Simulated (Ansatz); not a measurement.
TiC under strain — ⁴⁹Ti nuclear quadrupole resonance

Cell: a structure deposited in the COD, relaxed with PBE at fixed cell and then changed (z compressed by 3 %, ions relaxed).

```
Ti C
1.0
     0.00000    2.16400    2.09908
     2.16400    0.00000    2.09908
     2.16400    2.16400    0.00000
Ti C
1 1
Direct
  0.00000 0.00000 0.00000
  0.50000 0.50000 0.50000
```

Atoms are numbered from 1 in the order listed; like atoms form one site, named after its first atom.

All values are calculated (Ansatz; DFT, PBE, plane waves and PAW, scalar-relativistic, 420 eV cutoff, Γ-centred 18×18×18 k-points, Fermi–Dirac smearing 0.05 eV), not measured.

⁴⁹Ti: I = 7/2, Q = 247.0 mb (year-2017 value). Static lattice, zero field.

(1) The simulated lines lie at 1.12, 2.24, 3.35 MHz. What are |C_Q|, η and |V_zz| at Ti?

Results:

(1) For I = 7/2 and η = 0 the lines are |C_Q|/14 times 1, 2 and 3; η shifts the lowest up most. Here |C_Q| = 15.7 MHz, η = 0.00 and |V_zz| = 2.62 × 10²¹ V/m². The calculation gives V_zz negative; the lines don't show the sign. The site has 6 C at 2.10–2.16 Å.

An axis of threefold or higher order runs through Ti, so V_zz lies along it and η is zero.

The run finds no gap above 0.1 eV (a metal, or nearly one), so the gradients can move by 10 % or more with the k-mesh. At this changed cell the PBE pressure is 10 GPa.
